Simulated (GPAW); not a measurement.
Write an ASE script for GPAW 26.7.0 that does the following.

```
Task                : relaxation of cell and atoms
Functional          : PBE
Dispersion          : D3(BJ)
Potentials or basis : GPAW PAW data sets (gpaw-data 1.2.1)
Cutoff              : 600 eV
Basis               : pw
k mesh              : 10 × 10 × 10
Occupations         : fermi-dirac, width 0.05 eV
Spin                : collinear spin, ferromagnetic start
Starting moments    : [1.0] μB
Maxiter             : 150
Optimizer           : BFGS
Fmax                : 0.02 eV/Å
Max steps           : 60
Convergence         : density=1e-05 forces=0.0001
```

Crystal: Ni.

```xyz
1
Lattice="0.0000 1.7376 1.7376 1.7376 0.0000 1.7376 1.7376 1.7376 0.0000" Properties=species:S:1:pos:R:3 pbc="T T T"
Ni    0.0000    0.0000    0.0000
```

These files were run (other wordings do the same):

run.py

```python
from ase import Atoms
from ase.calculators.mixing import SumCalculator
from ase.filters import FrechetCellFilter
from ase.io import write
from ase.optimize import BFGS
from dftd3.ase import DFTD3
from gpaw import GPAW, PW

atoms = Atoms(['Ni'],
              cell=[[0.0, 1.737572933, 1.737572933],
                    [1.737572933, 0.0, 1.737572933],
                    [1.737572933, 1.737572933, 0.0]],
              scaled_positions=[[0.0, 0.0, 0.0]],
              pbc=True)
atoms.set_initial_magnetic_moments([1.0])

calc = GPAW(mode=PW(600),
            xc='PBE',
            kpts={'size': (10, 10, 10), 'gamma': True},
            occupations={'name': 'fermi-dirac', 'width': 0.05},
            nbands=17,
            convergence={'density': 1e-05, 'forces': 0.0001},
            maxiter=150,
            txt='gpaw.txt')
atoms.calc = SumCalculator([calc, DFTD3(method='pbe', damping='d3bj')])
opt = BFGS(FrechetCellFilter(atoms), trajectory='relax.traj', logfile='-')
done = opt.run(fmax=0.02, steps=60)
calc.write('gs.gpw')
write('result.traj', atoms)
print('Converged:', done)
print('Cell:', atoms.cell.cellpar().round(4))
print('Volume:', round(atoms.get_volume(), 4))
print(atoms.get_scaled_positions().round(5))
```

Potentials or basis: GPAW PAW data sets (gpaw-data 1.2.1), pw.

Launch:

```sh
$ OMP_NUM_THREADS=1 python run.py
```

It gave:

| Quantity | Value |
| --- | --- |
| Relaxed volume | 10.66 Å³/atom |
| Relaxed cell | a = 2.470 Å, b = 2.470 Å, c = 2.470 Å, α = 60.00°, β = 60.00°, γ = 60.00° |
| Space group after relaxing (to 0.05 Å) | Fm-3m (No. 225) |
| Energy gained by relaxing | 2.0 meV/atom |
| Ionic steps | 3 |
| Pressure after relaxing | 0.0 GPa |
| Band gap on the k mesh | none (metal or under the smearing width) |
| Net moment | 0.73 μB per cell |
| Site moments | Ni +0.76 μB |
| Dispersion energy per atom | -0.472 eV |

Caveat: each step starts from the last one's moments, so a moment once lost doesn't come back; the stock nickel data set gives pressures a few GPa off other programs; later steps reuse the first step's grids; pairwise dispersion overbinds metals, which lowers pressure and volume.

Wall time 30 s on 1 thread of Arm Neoverse V2 (shared host), peak memory 0.17 GiB.
